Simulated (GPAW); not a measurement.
# SnTe (Fm-3m) in GPAW: further runs

The runs below take SnTe through single point, with r2SCAN, LDA.

Program: GPAW 26.7.0. These are calculated values, not measurements. Logs are shortened: lines on timing, memory, paths and dates and some standing lists are left out, and cuts for length are marked. The log counts tension as positive stress, the text compression.

## 1. The undisturbed crystal

Symmetry: Fm-3m, No. 225, cubic system. Conventional cell: a = 6.302 Å, b = 6.302 Å, c = 6.302 Å, α = 90.00°, β = 90.00°, γ = 90.00°. Around Te (site symmetry m-3m) lie 6 Sn at 3.15 Å. Sn (site symmetry m-3m) is surrounded by 6 Te at 3.15 Å.

## 2. Single point, r2SCAN (volume scaled by 0.96)

Contents of run.py:

```python
from ase.dft.bandgap import bandgap
from ase.io import read, write
from ase.units import GPa
from gpaw import GPAW, PW

atoms = read('POSCAR')

calc = GPAW(mode=PW(500),
            xc='MGGA_X_R2SCAN+MGGA_C_R2SCAN',
            kpts={'size': (6, 6, 6), 'gamma': True},
            occupations={'name': 'fermi-dirac', 'width': 0.05},
            setups={'Te': '16'},
            nbands=-9,
            convergence={'density': 1e-05, 'energy': 1e-05},
            maxiter=80,
            txt='gpaw.txt')
atoms.calc = calc
energy = atoms.get_potential_energy()
forces = atoms.get_forces()
stress = atoms.get_stress()
calc.write('gs.gpw')
write('result.traj', atoms)
print(f'Energy: {energy:.6f} eV')
print('Forces (eV/A):')
print(forces.round(4))
print('Stress (GPa):', (stress / GPa).round(3))
print('Fermi level:', round(calc.get_fermi_level(), 4), 'eV')
print(f'Gap: {bandgap(calc)[0]:.4f} eV, direct: {bandgap(calc, direct=True)[0]:.4f} eV')
```

Contents of POSCAR:

```
SnTe
1.0
    0.0000000000      3.1082657258      3.1082657258
    3.1082657258      0.0000000000      3.1082657258
    3.1082657258      3.1082657258      0.0000000000
Te Sn
1 1
Direct
    0.5000000000      0.5000000000      0.5000000000
    0.0000000000      0.0000000000      0.0000000000
```

Potentials or basis: GPAW PAW data sets (gpaw-data 1.2.1), other valence, pw.

On the command line:

```
> OMP_NUM_THREADS=1 python run.py
```

gpaw.txt:

```text
__  _  _
 | _ |_)|_||  |
 |__||  | ||/\| - 26.7.0

Input parameters:
  mode=PW(ecut=500.0),
  convergence={'density': 1e-05, 'energy': 1e-05},
  kpts=MonkhorstPack(size=(6, 6, 6), gamma=True),
  maxiter=80,
  nbands=-9,
  occupations=Occupations(name='fermi-dirac', width=0.05),
  setups={'Te': '16'},
  xc=XC(name='MGGA_X_R2SCAN+MGGA_C_R2SCAN')

Diagonalizing LCAO Hamiltonian
Converting LCAO to pw mode

                Te

       Sn

Atoms  # Å, Bohr magnetons
|   | symbol |        x |        y |        z |    initial magnetic moments |
|---|--------|----------|----------|----------|-----------------------------|
| 0 |     Te | 3.108266 | 3.108266 | 3.108266 | ( 0.0000,  0.0000,  0.0000) |
| 1 |     Sn | 0.000000 | 0.000000 | 0.000000 | ( 0.0000,  0.0000,  0.0000) |

Unit cell  # Å
| periodic |        x |        y |        z |  lengths |    angles |
|----------|----------|----------|----------|----------|-----------|
|      yes | 0.000000 | 3.108266 | 3.108266 | 4.395752 | 60.000000 |
|      yes | 3.108266 | 0.000000 | 3.108266 | 4.395752 | 60.000000 |
|      yes | 3.108266 | 3.108266 | 0.000000 | 4.395752 | 60.000000 |

Number of symmetries: 48
Symmetry operations  # r_c * U_cc + t_c -> r_c
|    | kind |            matrix            |
|----|------|------------------------------|
|  0 |  σ   |  1, 0, 0,  1, 0,-1,  1,-1, 0 |
|  1 |  C2  |  1, 0, 0,  1,-1, 0,  1, 0,-1 |
|  2 |  E   |  1, 0, 0,  0, 1, 0,  0, 0, 1 |
|  3 |  σ   |  1, 0, 0,  0, 0, 1,  0, 1, 0 |
|  4 |  C4  |  1, 0,-1,  1, 0, 0,  1,-1, 0 |
|  5 |  S6  |  1, 0,-1,  1,-1, 0,  1, 0, 0 |
|  6 |  σ   |  1, 0,-1,  0, 1,-1,  0, 0,-1 |
|  7 |  C3  |  1, 0,-1,  0, 0,-1,  0, 1,-1 |
|  8 |  S6  |  1,-1, 0,  1, 0, 0,  1, 0,-1 |
|  9 |  C4  |  1,-1, 0,  1, 0,-1,  1, 0, 0 |
| 10 |  C3  |  1,-1, 0,  0,-1, 1,  0,-1, 0 |
| 11 |  σ   |  1,-1, 0,  0,-1, 0,  0,-1, 1 |
| 12 |  σ   |  0, 1, 0,  1, 0, 0,  0, 0, 1 |
| 13 |  C4  |  0, 1, 0,  0, 1,-1, -1, 1, 0 |
| 14 |  C3  |  0, 1, 0,  0, 0, 1,  1, 0, 0 |
| 15 |  S6  |  0, 1, 0, -1, 1, 0,  0, 1,-1 |
| 16 |  C2  |  0, 1,-1,  1, 0,-1,  0, 0,-1 |
| 17 |  σ   |  0, 1,-1,  0, 1, 0, -1, 1, 0 |
| 18 |  S4  |  0, 1,-1,  0, 0,-1,  1, 0,-1 |
| 19 |  C4  |  0, 1,-1, -1, 1, 0,  0, 1, 0 |
| 20 |  C3  |  0, 0, 1,  1, 0, 0,  0, 1, 0 |
| 21 |  σ   |  0, 0, 1,  0, 1, 0,  1, 0, 0 |
| 22 |  S6  |  0, 0, 1,  0,-1, 1, -1, 0, 1 |
| 23 |  C4  |  0, 0, 1, -1, 0, 1,  0,-1, 1 |
| 24 |  S4  |  0, 0,-1,  1, 0,-1,  0, 1,-1 |
| 25 |  C3  |  0, 0,-1,  0, 1,-1,  1, 0,-1 |
| 26 |  C2  |  0, 0,-1,  0,-1, 0, -1, 0, 0 |
| 27 |  S6  |  0, 0,-1, -1, 0, 0,  0,-1, 0 |
| 28 |  S4  |  0,-1, 1,  1,-1, 0,  0,-1, 0 |
| 29 |  C4  |  0,-1, 1,  0, 0, 1, -1, 0, 1 |
| 30 |  C2  |  0,-1, 1,  0,-1, 0,  1,-1, 0 |
| 31 |  σ   |  0,-1, 1, -1, 0, 1,  0, 0, 1 |
| 32 |  C3  |  0,-1, 0,  1,-1, 0,  0,-1, 1 |
| 33 |  S6  |  0,-1, 0,  0, 0,-1, -1, 0, 0 |
| 34 |  S4  |  0,-1, 0,  0,-1, 1,  1,-1, 0 |
| 35 |  C2  |  0,-1, 0, -1, 0, 0,  0, 0,-1 |
| 36 |  C2  | -1, 1, 0,  0, 1, 0,  0, 1,-1 |
| 37 |  S6  | -1, 1, 0,  0, 1,-1,  0, 1, 0 |
| 38 |  S4  | -1, 1, 0, -1, 0, 1, -1, 0, 0 |
| 39 |  C3  | -1, 1, 0, -1, 0, 0, -1, 0, 1 |
| 40 |  S6  | -1, 0, 1,  0, 0, 1,  0,-1, 1 |
| 41 |  C2  | -1, 0, 1,  0,-1, 1,  0, 0, 1 |
| 42 |  C3  | -1, 0, 1, -1, 1, 0, -1, 0, 0 |
| 43 |  S4  | -1, 0, 1, -1, 0, 0, -1, 1, 0 |
| 44 |  C2  | -1, 0, 0,  0, 0,-1,  0,-1, 0 |
| 45 |  i   | -1, 0, 0,  0,-1, 0,  0, 0,-1 |
| 46 |  σ   | -1, 0, 0, -1, 1, 0, -1, 0, 1 |
| 47 |  C2  | -1, 0, 0, -1, 0, 1, -1, 1, 0 |

BZ-sampling:
  Number of BZ points: 216
  Number of IBZ points: 16

  Monkhorst-Pack size: [6, 6, 6]
  Monkhorst-Pack shift: [0.08333333333333333, 0.08333333333333333, 0.08333333333333333]

K-points  # in reciprocal-cell coordinates
|     |                                coordinates |     weight |
|-----|--------------------------------------------|------------|
|   0 | (  0.00000000,   0.00000000,   0.00000000) | 0.00462963 |
|   1 | (  0.16666667,   0.16666667,   0.00000000) | 0.02777778 |
|   2 | (  0.16666667,   0.16666667,   0.16666667) | 0.03703704 |
|   3 | (  0.33333333,   0.16666667,   0.16666667) | 0.05555556 |
|   4 | (  0.33333333,   0.33333333,  -0.33333333) | 0.05555556 |
|   5 | (  0.33333333,   0.33333333,   0.00000000) | 0.02777778 |
|   6 | (  0.33333333,   0.33333333,   0.16666667) | 0.11111111 |
|   7 | (  0.33333333,   0.33333333,   0.33333333) | 0.03703704 |
|   8 | (  0.50000000,   0.33333333,  -0.33333333) | 0.11111111 |
|   9 | (  0.50000000,   0.33333333,  -0.16666667) | 0.05555556 |
| ... |                                            |            |
|  15 | (  0.50000000,   0.50000000,   0.50000000) | 0.01851852 |

Plane wave coefficients: 1544
Cutoff: 500.0 eV

Spin-components: 1 (collinear spins)
Bands:           24
Projectors:      12
Spin-degeneracy: 2
Datatype:        complex128

Density:
  Valence electrons: 30.0
  Components: 1
  Grid points: [24 24 24]
  Charge: 0.0  # |e|

Potential:
  Grid points: [24 24 24]

species:
  Te:
    name:    Tellurium
    Z:       52.0
    valence: 16
    core:    36
    charge:  0.0  # [|e|]
    compensation charges:
      type: gauss
      rc: 0.37  # [Å]
      lmax: 2
    cutoffs:
      filter: 2.06  # [Å]
      core: 2.12  # [Å]
    projectors
    | kind |    occ | energy [eV] | rcut [Å] |
    |------|--------|-------------|----------|
    |   5s |  2.000 |     -15.088 |    1.164 |
    |   5p |  4.000 |      -5.955 |    1.164 |
    |   4d | 10.000 |     -41.660 |    1.164 |
    |    s |        |      12.123 |    1.164 |
    |    p |        |      21.256 |    1.164 |
    |    d |        |     -14.449 |    1.164 |

    Using partial waves for Te as LCAO basis

  Sn:
    name:    Tin
    Z:       50.0
    valence: 14
    core:    36
    charge:  0.0  # [|e|]
    compensation charges:
      type: gauss
      rc: 0.38  # [Å]
      lmax: 2
    cutoffs:
      filter: 2.23  # [Å]
      core: 2.35  # [Å]
    projectors
    | kind |    occ | energy [eV] | rcut [Å] |
    |------|--------|-------------|----------|
    |   5s |  2.000 |     -10.538 |    1.201 |
    |   5p |  2.000 |      -3.696 |    1.270 |
    |   4d | 10.000 |     -25.845 |    1.185 |
    |    s |        |      16.674 |    1.201 |
    |    p |        |      23.515 |    1.270 |
    |    d |        |       1.367 |    1.185 |

    Using partial waves for Sn as LCAO basis

Reference energy: -352801.376744  # eV

eigensolver:
  PPCG
  Converge bands: occupied
  niter=2

density mixing:
  MSR1-Mixer
  Pratt-step length: 0.05
  Maximum mixing coefficient: 0.75
  Old densities: 10
  SVD Regularization: 0.005
  Good broyden scale: 1.0
  Trust region scale: 1.0
  Backstep threshold: 4.0
  History deletion threshold: 6.0
  Fourier metric: weight=20.0, sigma=0.015

occupation numbers:
  Fermi-Dirac:
    width: 0.0500  # eV

poisson solver:
  ecut: 4000.0  # eV

xc functional:
  name: MGGA_X_R2SCAN+MGGA_C_R2SCAN with 2 nearest neighbor stencil

convergence criteria:
- Maximum integral of absolute [dens]ity change: 1e-05 electrons / valence electron
- Maximum [total energy] change in last 3 cyles: 1e-05 eV / valence electron
- Maximum integral of absolute [eigenst]ate change: 4e-08 eV^2 / valence electron
maximum number of iterations: 80

SCF iterations
|iter     | |      energy | eigst |  dens |
|---------|-|-------------|-------|-------|
|iter:   1| |  -40.905712 | -0.30 |       |
|iter:   2| |  -37.482601 | -1.22 | -1.73 |
|iter:   3| |-15677.089782 | +3.75 | -1.64 |
|iter:   4| |  -11.327131 | +2.70 | +0.89 |
|iter:   5| |  -37.439324 | +0.86 | -1.10 |
|iter:   6| |  -37.495749 | -1.03 | -1.88 |
|iter:   7| |  -37.498643 | -2.71 | -2.19 |
|iter:   8| |  -37.499457 | -4.21 | -2.35 |
|iter:   9| |  -37.500853 | -3.84 | -2.51 |
|iter:  10| |  -37.500826 | -4.85 | -2.85 |
|iter:  11| |  -37.500752c| -5.96 | -2.97 |
|iter:  12| |  -37.500733c| -6.13 | -3.17 |
|iter:  13| |  -37.500727c| -6.42 | -3.50 |
|iter:  14| |  -37.500727c| -7.20 | -4.13 |
|iter:  15| |  -37.500727c| -7.81c| -5.06c|

Converged in 15 steps
Energy contributions relative to reference atoms: (reference = -352801.376744)

Energy contributions:
  Kinetic:          17.258874
  Coulomb:         -15.904247
  Zero:             -0.277130
  External:          0.000000
  Xc:              -38.576411
  Entropy:          -0.003626
  Spinorbit:         0.000000
  ----------------------------
  Free energy:     -37.502540
  Extrapolated:    -37.500727

dipole moment: (-20.961124, -20.961124, -20.961124)  # |e|*Ang

Fermi level: 7.073
Eigenvalues  # (at kpt = [0.000, 0.000, 0.000])
| band index |      eig [eV] | occ [0-2] |
|------------|---------------|-----------|
|          0 |       -31.204 |     2.000 |
|        ... |               |           |
|          7 |       -15.775 |     2.000 |
|          8 |       -15.775 |     2.000 |
|          9 |       -15.775 |     2.000 |
|         10 |        -6.780 |     2.000 |
|         11 |         2.512 |     2.000 |
|         12 |         4.422 |     2.000 |
|         13 |         4.422 |     2.000 |
|         14 |         4.422 |     2.000 |
|         15 |        10.610 |     0.000 |
|         16 |        10.610 |     0.000 |
|         17 |        10.610 |     0.000 |
|         18 |        11.712 |     0.000 |
|         19 |        11.712 |     0.000 |
|         20 |        11.712 |     0.000 |
|         21 |        13.811 |     0.000 |
|         22 |        13.811 |     0.000 |
|         23 |        14.283 |     0.000 |

No gap
No difference between direct/indirect transitions

Forces  # eV/Ang
|       x |       y |       z |
|---------|---------|---------|
| 0.00000 | 0.00000 | 0.00000 |  # Te   0
| 0.00000 | 0.00000 | 0.00000 |  # Sn   1

Stress tensor  # eV/Ang^3
|         x |         y |         z |
|-----------|-----------|-----------|
| -0.016058 |  0.000000 |  0.000000 |
|  0.000000 | -0.016058 | -0.000000 |
|  0.000000 | -0.000000 | -0.016058 |

# Writing to gs.gpw (mode='')
```

It took 51 s on 1 thread of Arm Neoverse V2, shared host; peak memory 0.33 GiB.

What came out:

- Free energy: -37.5025 eV
- Pressure: 2.6 GPa
- Band gap on the k mesh: none (metal or under the smearing width)

Caveat: the cutoff is short for stress and forces, so pressures can be off by a GPa or more; the PAW data sets were made with another functional, which shifts forces and pressure a little. Spin-orbit coupling is left out, which matters for the levels of Te.

## 3. Single point, LDA (cell strained at random at fixed volume)

Contents of run.py:

```python
from ase import Atoms
from ase.dft.bandgap import bandgap
from ase.io import write
from ase.units import GPa
from gpaw import GPAW, PW, setup_paths

setup_paths.insert(0, '.')

atoms = Atoms(['Te', 'Sn'],
              cell=[[-0.022378, 3.160463, 3.113019],
                    [3.111447, -0.00015, 3.090791],
                    [3.164307, 3.191094, -0.053009]],
              scaled_positions=[[0.5, 0.5, 0.5],
                                [0.0, 0.0, 0.0]],
              pbc=True)

calc = GPAW(mode=PW(450),
            xc='LDA',
            kpts={'size': (6, 6, 6), 'gamma': True},
            occupations={'name': 'fermi-dirac', 'width': 0.01},
            nbands=19,
            convergence={'density': 1e-05, 'energy': 1e-05},
            maxiter=150,
            txt='gpaw.txt')
atoms.calc = calc
energy = atoms.get_potential_energy()
forces = atoms.get_forces()
stress = atoms.get_stress()
calc.write('gs.gpw')
write('result.traj', atoms)
print(f'Energy: {energy:.6f} eV')
print('Forces (eV/A):')
print(forces.round(4))
print('Stress (GPa):', (stress / GPa).round(3))
print('Fermi level:', round(calc.get_fermi_level(), 4), 'eV')
print(f'Gap: {bandgap(calc)[0]:.4f} eV, direct: {bandgap(calc, direct=True)[0]:.4f} eV')
```

Potentials or basis: PAW data sets generated in the run's folder for this functional, pw.

On the command line:

```
> gpaw-setup -f LDA Sn Te
> OMP_NUM_THREADS=1 python run.py
```

It took 47 s on 1 thread of Arm Neoverse V2, shared host; peak memory 0.21 GiB.

The run converged. Its results:

| Quantity | Value |
| --- | --- |
| Free energy | -9.0800 eV |
| Pressure | -2.6 GPa |
| Band gap on the k mesh | none (metal or under the smearing width) |

Stress tensor (GPa, compression positive):
```
-2.58 -0.07  0.24
-0.07 -3.51  0.06
 0.24  0.06 -1.81
```

Levels at points of the mesh, in eV from the Fermi level:
```tsv
k point	band 6	band 7	band 8	band 9	band 10	band 11	band 12	band 13	band 14	band 15
(0.00, 0.00, 0.00)	-12.81	-4.82	-2.29	-2.03	-2.01	3.11	3.31	3.49	4.68	4.86
(0.00, 0.00, 0.50)	-11.58	-8.43	-1.72	-1.64	0.05	0.20	0.43	0.51	7.67	8.68
(0.00, 0.50, 0.00)	-11.52	-8.33	-1.83	-1.76	-0.12	0.00	0.27	0.34	7.77	8.64
(0.00, 0.50, 0.50)	-11.24	-6.56	-5.54	-3.81	-3.61	2.23	4.66	5.03	6.30	9.24
(0.50, 0.00, 0.00)	-11.55	-8.38	-1.81	-1.68	-0.08	0.09	0.34	0.45	7.73	8.58
(0.50, 0.00, 0.50)	-11.29	-6.51	-5.52	-3.82	-3.55	2.25	4.79	4.99	6.17	9.28
(0.50, 0.50, 0.00)	-11.20	-6.60	-5.56	-3.79	-3.65	2.21	4.71	4.92	6.40	9.25
(0.50, 0.50, 0.50)	-11.52	-8.33	-1.81	-1.77	-0.11	0.00	0.28	0.32	7.76	8.59
```

Caveat: the cutoff is short for stress and forces, so pressures can be off by a GPa or more.
